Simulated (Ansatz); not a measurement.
The system is InSe.

```
In Se
1.0
     4.04733    0.00000    0.00000
    -2.02366    3.50509    0.00000
     0.00000    0.00000   18.05206
In Se
4 4
Direct
  0.33333 0.66667 0.07739
  0.33333 0.66667 0.92261
  0.00000 0.00000 0.42261
  0.00000 0.00000 0.57739
  0.33333 0.66667 0.35298
  0.33333 0.66667 0.64702
  0.66667 0.33333 0.14700
  0.66667 0.33333 0.85300
```

Measurements of this composition are mostly on another form, of space group No. 160.

- Program: Ansatz 0.2.0
- Task: relaxation of cell and atoms
- Functional: PBEsol
- Potentials or basis: Ansatz PAW
- Cutoff: 420 eV (not typed: the program's choice for these potentials)
- k mesh: 8 × 8 × 2
- Occupations: fermi-dirac, width 0.05 eV
- Spin: no spin polarisation

At the start: volume 32.01 Å³/atom.

**Question.** How do energy, volume and symmetry change on relaxing?

**Answer.** It ends after 8 steps and the volume is 29.34 Å³/atom (-8.4 %); space group P-6m2 (No. 187, to 0.05 Å).

Step by step:
| step | energy change (eV) | largest force (eV/Å) | volume (Å³) |
| --- | --- | --- | --- |
| 1 | 0.0000 | 0.0609 | 256.09 |
| 2 | -0.0165 | 0.2263 | 241.82 |
| 3 | -0.0355 | 0.0083 | 243.81 |
| 4 | -0.0464 | 0.0284 | 240.48 |
| 5 | -0.0530 | 0.0028 | 236.94 |
| 6 | -0.0542 | 0.0052 | 233.80 |
| 7 | -0.0543 | 0.0011 | 234.68 |
| 8 | -0.0512 | 0.0009 | 234.68 |

Final structure:
```
In Se
1.0
     4.00872    0.00000    0.00000
    -2.00436    3.47166    0.00000
     0.00000    0.00000   16.86301
In Se
4 4
Direct
  0.33333 0.66667 0.08232
  0.33333 0.66667 0.91768
  0.00000 0.00000 0.41767
  0.00000 0.00000 0.58233
  0.33333 0.66667 0.34193
  0.33333 0.66667 0.65807
  0.66667 0.33333 0.15807
  0.66667 0.33333 0.84193
```

Caveat: the plane-wave basis is chosen anew once the cell has moved, so the energies of steps on either side of that aren't comparable; this functional lacks dispersion, which binds the layers, so the pressure and a relaxed spacing across them are unreliable; the PAW data sets come from PBE, with cores solved anew for the run's functional, which leaves a small shift of forces and pressure.
